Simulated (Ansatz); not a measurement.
A run of Ansatz 0.2.0 is set up as follows.

input.yaml

```yaml
crystal:
  lattice:
    - [-1.6154851513, 1.6154851513, 1.5838089719]
    - [1.6154851513, -1.6154851513, 1.5838089719]
    - [1.6154851513, 1.6154851513, -1.5838089719]
  atoms:
    - { symbol: Mo, position: [0.0, 0.0, 0.0] }
hamiltonian:
  xc: pbe
  pseudopotentials: { kind: paw }
kpoints:
  mp_grid: { grid: [12, 12, 12] }
scf:
  occupations: { method: fermi_dirac, width: 0.05 }
output:
  forces: true
  stress: true
  eigenvalues: true
```

Potentials or basis: Ansatz PAW.

Launch:

```console
$ ansatz run input.yaml --threads 2 --pin off --max-ram 5632MiB --backend cpu --events-out ev --progress --plain --runs-dir out
```

(1) Estimate the pressure.

(2) Estimate the band gap on the k mesh.

Results:

(1) -11.0 GPa.

(2) none (metal or under the smearing width).
